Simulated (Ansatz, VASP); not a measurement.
Given: the input of a run of Ansatz 0.2.0 on I.

input.yaml

```yaml
crystal:
  lattice:
    - [-1.5955958068, 1.5955958068, 4.2071683937]
    - [1.5955958068, -1.5955958068, 4.2071683937]
    - [1.5955958068, 1.5955958068, -4.2071683937]
  atoms:
    - { symbol: I, position: [0.0, 0.0, 0.0] }
hamiltonian:
  xc: pbe
  pseudopotentials: { kind: paw }
kpoints:
  mp_grid: { grid: [11, 11, 11] }
scf:
  occupations: { method: fermi_dirac, width: 0.05 }
output:
  forces: true
  stress: true
  eigenvalues: true
```

Potentials or basis: Ansatz PAW.

The run is started by

```sh
$ ansatz run input.yaml --threads 1 --pin off --max-ram 3584MiB --backend cpu --events-out ev --progress --plain --runs-dir out
```

Task: Set up the same calculation for VASP 6.6.1. Potentials there: VASP PAW PBE potentials, release 64 (I).

Result: As run (the cutoff follows the program's own potentials):

Contents of INCAR:

```
SYSTEM = I
PREC = Accurate
ENCUT = 520
EDIFF = 1E-7
ISMEAR = -1
SIGMA = 0.05
LREAL = .False.
LASPH = .True.
NELM = 100
ALGO = Normal
ISIF = 2
LWAVE = .False.
LCHARG = .False.
GGA = PE
NBANDS = 10
```

The input KPOINTS:

```
regular mesh
0
Gamma
  11 11 11
  0 0 0
```

The input POSCAR:

```
I
1.0
   -1.5955958068      1.5955958068      4.2071683937
    1.5955958068     -1.5955958068      4.2071683937
    1.5955958068      1.5955958068     -4.2071683937
I
1
Direct
    0.0000000000      0.0000000000      0.0000000000
```

Potentials or basis: VASP PAW PBE potentials, release 64 (I).

Command:

```sh
$ cat potpaw_PBE.64/I/POTCAR > POTCAR
$ mpirun -np 1 vasp_std > vasp.out
```

Both were run:

|  | VASP | Ansatz | Ansatz less VASP |
| --- | --- | --- | --- |
| gap on the k mesh at the Fermi level (eV) | none | none | - |
| pressure (GPa) | 1.2 | 1.2 | +0.03 |
| largest component of the traceless stress (GPa) | 0.96 | 0.99 | +0.037 |

A gap of «none» marks a metal or a gap that the smearing closes. The two sets of potentials don't hold the same shells in valence.

Caveats: an odd number of electrons without spin polarisation forces a metal; a magnetic or distorted state may lie lower. Spin-orbit coupling is left out, which matters for the levels of I.
